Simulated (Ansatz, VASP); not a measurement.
## Two plane-wave programs on Te2Mo

```xyz
6
Lattice="3.5634 0.0000 0.0000 -1.7817 3.0860 0.0000 0.0000 0.0000 14.7273" Properties=species:S:1:pos:R:3 pbc="T T T"
Te    0.0000    2.0574    9.2559
Te    1.7817    1.0287    1.8923
Te    0.0000    2.0574   12.8350
Te    1.7817    1.0287    5.4714
Mo    0.0000    2.0574    3.6818
Mo    1.7817    1.0287   11.0455
```

Alike in both runs: task single point; functional r2SCAN; k mesh 6 × 6 × 2; no spin polarisation.

|  | VASP | Ansatz |
| --- | --- | --- |
| version | VASP 6.6.1 | Ansatz 0.2.0 |
| potentials or method | VASP PAW PBE potentials, release 64 (Te, Mo_sv) | PAW with Ansatz's default frozen-core files, scalar-relativistic |
| plane-wave cutoff (eV) | 520 | 500 |
| occupations | gaussian, width 0.01 eV | fixed |
| valence electrons in the cell | 52 | 92 |

|  | VASP | Ansatz | Ansatz less VASP |
| --- | --- | --- | --- |
| gap on the k mesh at the Fermi level (eV) | 1.05 | 1.06 | +0.009 |

The two sets of potentials don't hold the same shells in valence.

Caveats: spin-orbit coupling is left out, which moves the levels of the heavy elements. r2SCAN opens gaps a little over a GGA but as a rule still falls short of measured ones. A k mesh can miss the band edges.
